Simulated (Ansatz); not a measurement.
## Sb: rattling a relaxed structure

The cell was reached from a generator's guess, though it ends in a space group that the Crystallography Open Database lists for this formula.

Level of theory: Ansatz, DFT PBE, scalar-relativistic, plane waves, PAW. Settings: cutoff 420 eV, Γ-centred mesh 18×18×18 on the computed 1-atom cell, Gaussian smearing of 0.10 eV; no spin polarisation.

The cell below (1 atom, space group Pm-3m (No. 221)) is relaxed within its symmetry.

```cif
data_structure
_symmetry_space_group_name_H-M 'P 1'
_symmetry_Int_Tables_number 1
_cell_length_a 3.1096
_cell_length_b 3.1096
_cell_length_c 3.1093
_cell_angle_alpha 90.000
_cell_angle_beta 90.000
_cell_angle_gamma 90.027
_cell_volume 30.07
loop_
_atom_site_label
_atom_site_type_symbol
_atom_site_fract_x
_atom_site_fract_y
_atom_site_fract_z
_atom_site_occupancy
Sb1 Sb 0.00000 0.00000 0.00000 1
```

For the test a repeat of it with 8 atoms (edges 6.22, 6.22, 6.22 Å) was strained at random (σ = 1.5 % a component), the atoms were moved at random (σ = 0.10 Å), and all was relaxed again on a coarse 4×4×4 mesh (in the run’s order of axes) with 0.20 eV smearing, with no symmetry imposed.

Spin–orbit coupling, which can matter for Sb, is left out.

Task: What happens?

Result: It doesn't return. The energy falls by 67 meV/atom on that mesh, the volume changes by 6.7 %, and the end has space group R-3m (No. 166) at a loose tolerance. Relaxed again on an 18×18×18 mesh with 0.10 eV smearing, the new structure lies 47 meV/atom below the first (mesh in the axes of the run's cell; the cell below is made exact in the group named). Space group R-3m (No. 166), trigonal, a = 4.374 Å, c = 11.540 Å. Sb is surrounded by 3 Sb at 2.95 Å and 3 Sb at 3.43 Å.

Space group R-3m:H (No. 166). a = 4.374 Å, b = 4.374 Å, c = 11.540 Å, α = 90.00°, β = 90.00°, γ = 120.00°
```csv
atom,site,symmetry,x,y,z
Sb,6c,3m,0.3333,0.6667,0.8994
```
